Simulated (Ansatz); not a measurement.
An Ansatz run on ZrO₂ (P4_2/nmc) from a database of computed structures left the output below. The cell was relaxed with r2SCAN and then strained (uniaxial +3.0 % along z, other directions held), with the atoms relaxed again with r2SCAN; k points keep the names of the unstrained zone.

The cell:
```xyz
6
Lattice="3.6010 0.0000 0.0000 0.0000 3.6010 0.0000 0.0000 0.0000 5.3840" Properties=species:S:1:pos:R:3 pbc="T T T"
Zr    0.0000    0.0000    0.0000
Zr    1.8005    1.8005    2.6920
O     0.0000    1.8005    1.6803
O     0.0000    1.8005    4.3723
O     1.8005    0.0000    3.7037
O     1.8005    0.0000    1.0117
```

The log, with set-up remarks and timings taken out:
```
Pseudopotential: Zr, paw, valence charge 12, recommended cutoff 500 eV (meta_gga)
Pseudopotential: O, paw, valence charge 6, recommended cutoff 500 eV (meta_gga)
Functional definition: r2SCAN
Crystal: 6 atoms, lattice volume = 69.816 Å³
Basis set: ecut = 500 eV, 1787 PW (Γ)
Bands: 30, of which v1, the nominal top of the filled ones, is band 24 counted from 1 (23 counted from 0)
Symmetry: 16 space group operations
k-points: 56 of 144 (irreducible under 2 space group operations, time reversal used)
preconditioner: auto → Resta (q_TF=auto, 2.563 Å⁻¹)  ε∞=3.7  [insulator: Δε(μ)=5.016 eV  ℏωp=29.5 eV]
SCF converged after 9 iterations
Free energy (F): -10676.245792 eV
Fermi energy:    10.243949 eV
--- Dielectric response (ions clamped): 3 representative field directions + reference, inside a basis on a mesh of 144 k-points ---
  ε∞ (high-frequency dielectric tensor):
        5.215942     0.000000     0.000000
        0.000000     5.215942     0.000000
        0.000000     0.000000     4.591290
  Born effective charges Z* (e; rows j = field, columns β = displacement):
    site 0:
         5.71498    0.00000    0.00000
         0.00000    5.71498    0.00000
         0.00000    0.00000    4.76527
    site 1:
         5.71498    0.00000    0.00000
         0.00000    5.71498    0.00000
         0.00000    0.00000    4.76527
    site 2:
        -3.78802    0.00000    0.00000
         0.00000   -1.92696    0.00000
         0.00000    0.00000   -2.38263
    site 3:
        -1.92696    0.00000    0.00000
         0.00000   -3.78802    0.00000
         0.00000    0.00000   -2.38263
    site 4:
        -1.92696    0.00000    0.00000
         0.00000   -3.78802    0.00000
         0.00000    0.00000   -2.38263
    site 5:
        -3.78802    0.00000    0.00000
         0.00000   -1.92696    0.00000
         0.00000    0.00000   -2.38263
  ε∞ is read to err by 1.6e-2, Z* by 2.0e-2 e
```

Task: Which of these blocks stood in the input: relax, gw, phonons, dielectric, magnetization (spin_orbit)?

Result: dielectric. A response with clamped ions alone is the dielectric block.

Task: Which k mesh was typed?

Result: 6×6×4, Γ-centred. The answer isn't unique; the calculation gave this one.

Task: How were the bands filled?

Result: Fixed occupations.

It took 28 s on 1 × NVIDIA H100 80GB HBM3 with 2 threads of AMD EPYC 7R13 Processor (Zen 3) (shared host), load about 2.7 per core; peak host memory 1.9 GiB.

Calculated for a static, non-magnetic cell.

For a response run the program warns that the ground state's bands aren't all converged, so ε∞ carries an extra error.
